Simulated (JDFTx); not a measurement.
KI under changes of volume

One of the cells (44.091 Å³/atom); the others are scaled copies at fixed shape and fractional positions:

```
I K
1.0
     0.00000    3.53277    3.53277
     3.53277    0.00000    3.53277
     3.53277    3.53277    0.00000
I K
1 1
Direct
  0.50000 0.50000 0.50000
  0.00000 0.00000 0.00000
```

| Property | Result |
| --- | --- |
| Program | JDFTx 1.7.0 (patched build) |
| Functional | RPBE |
| Potentials or basis | PseudoDojo-SR-PBE-0.5-standard |
| Cutoff | 1007 eV |
| Density cutoff | 8055 eV |
| k mesh | 7 × 7 × 7 |
| Occupations | fermi-dirac, width 0.05 eV |
| Spin | no spin polarisation |

```tsv
volume (Å³/atom)	energy over the lowest point (meV/atom)	pressure (GPa)	gap on the mesh (eV)
41.445	?	?	?
42.327	43.30	2.4	4.37
43.209	31.22	2.0	4.32
44.091	21.02	1.7	4.27
44.973	12.53	1.4	4.23
45.854	5.57	1.1	4.18
46.736	0.00	0.9	4.14
```

Question: What does the run at 41.445 Å³/atom give?

Answer: Energy over the lowest point 57.46 meV/atom; pressure 2.8 GPa; gap on the mesh 4.42 eV.

Worked out: A Birch-Murnaghan fit of order 3 (a polynomial in V^(-2/3)) to the other rows has no minimum within the range. It gives 57.47 meV/atom at 41.445 Å³/atom, against the run's 57.46, and -dE/dV = 2.8 GPa, against 2.8. A straight line through the other rows of the gap, of slope -2.32 eV per unit of ln V (its deformation potential), extrapolates to 4.42 eV, against the run's 4.42.

Energies are extrapolated to zero smearing.

Caveats: the potentials were made for another functional, which shifts forces and pressure; spin-orbit coupling is left out, which moves the levels of the heavy elements; an odd mesh through Γ misses points on the zone boundary, where band edges often lie.
